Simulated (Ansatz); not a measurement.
Theory: DFT PBE, scalar-relativistic, plane waves, PAW in Ansatz. Settings: cutoff 420 eV, Γ-centred meshes spaced at most about 0.3 Å⁻¹, and about 0.25 Å⁻¹ or finer for metals (2π included), Gaussian smearing. No spin polarisation.

These are static total energies at zero pressure.

Question: Order these relaxed structures of Mg5Te by energy, lowest first, with the energy over the lowest of them.
A.

```xyz
6
Lattice="5.4039 0.0000 0.0000 -2.7020 4.6800 0.0000 0.0000 0.0000 6.3730" Properties=species:S:1:pos:R:3 pbc="T T T"
Mg    0.0000    3.1200    0.0000
Mg    2.7020    1.5600    0.0000
Mg    0.0000    3.1200    3.1865
Mg    2.7020    1.5600    3.1865
Mg    0.0000    0.0000    3.1865
Te    0.0000    0.0000    0.0000
```

B.

```xyz
6
Lattice="2.7834 1.6070 5.3204 -2.7834 1.6070 5.3204 0.0000 -3.2140 5.3204" Properties=species:S:1:pos:R:3 pbc="T T T"
Mg    0.9418    1.6070    5.3204
Mg    0.9208   -1.6191    5.3204
Mg   -1.8626    0.0121    5.3204
Mg    0.0000    0.0000    2.7326
Mg    0.0000    0.0000   13.2286
Te    0.0000    0.0000    7.9806
```

C.

```xyz
6
Lattice="-3.0131 3.0131 4.6392 3.0131 -3.0131 4.6392 3.0131 3.0131 -4.6392" Properties=species:S:1:pos:R:3 pbc="T T T"
Mg    0.0000    0.0000    4.6392
Mg    1.5066    1.5066    2.3196
Mg    1.5066   -1.5066    2.3196
Mg   -1.5066    1.5066    2.3196
Mg    1.5066    1.5066   -2.3196
Te    0.0000    0.0000    0.0000
```

Answer: B (0 meV/atom), C (153 meV/atom), A (180 meV/atom). Forms: B R32; C I4/mmm; A P6/mmm. Counting Mg atoms around Te (those within 1.25 times the shortest such distance or 1.15 times the sum of covalent radii): B has Te 12; C has Te 8; A has Te 8. Origin: A and C, invented; B, reached from a Materials Project cell.

The k mesh leaves some 4 meV/atom of noise in the energy of each metallic cell. Spin–orbit coupling, which can matter for Te, is left out. Cells relaxed within their symmetry can be saddle points. Some types were kept out of the candidates beforehand, so the set may lack a known form.
